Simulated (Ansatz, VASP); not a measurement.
One calculation of BP, two programs

File INCAR:

```
ALGO = Normal
EDIFF = 1E-7
ENCUT = 520
GGA = CA
ISIF = 2
ISMEAR = -1
LASPH = True
LCHARG = False
LREAL = False
LWAVE = False
NBANDS = 11
NELM = 60
PREC = Accurate
SIGMA = 0.05
```

File KPOINTS:

```
k-points
0
Gamma
  15 15 15
```

POSCAR

```
BP
1.0
    0.0000000000      2.2988586873      2.2988586873
    2.2988586873      0.0000000000      2.2988586873
    2.2988586873      2.2988586873      0.0000000000
B P
1 1
Direct
    0.0000000000      0.0000000000      0.0000000000
    0.7500000000      0.7500000000      0.7500000000
```

Input for Ansatz:

```yaml
crystal:
  lattice:
    - [0.0, 2.2988586873, 2.2988586873]
    - [2.2988586873, 0.0, 2.2988586873]
    - [2.2988586873, 2.2988586873, 0.0]
  atoms:
    - { symbol: B, position: [0.0, 0.0, 0.0] }
    - { symbol: P, position: [0.75, 0.75, 0.75] }
kpoints:
  mp_grid: { grid: [15, 15, 15] }
scf:
  occupations: { method: fermi_dirac, width: 0.05 }
hamiltonian:
  xc: lda
  pseudopotentials: { kind: all_electron, lapw: { basis_error: 0.001 } }
output:
  forces: true
  stress: true
  eigenvalues: true
```

Change from the starting cell: volume scaled by 1.04.

Alike in both runs: task single point; functional LDA; k mesh 15 × 15 × 15; occupations fermi-dirac, width 0.05 eV; no spin polarisation.

|  | VASP | Ansatz |
| --- | --- | --- |
| version | VASP 6.6.1 | Ansatz 0.2.0 |
| potentials or method | VASP PAW LDA potentials, release 64 (B, P) | all-electron LAPW, scalar-relativistic |
| plane-wave cutoff (eV) | 520 | see its input |

|  | VASP | Ansatz | Ansatz less VASP |
| --- | --- | --- | --- |
| pressure (GPa) | -11.0 | -10.9 | +0.07 |

Ansatz ran all-electron here, so the differences hold the error of VASP's frozen core and of both bases.

Caveats: an odd mesh through Γ misses points on the zone boundary, where band edges often lie.
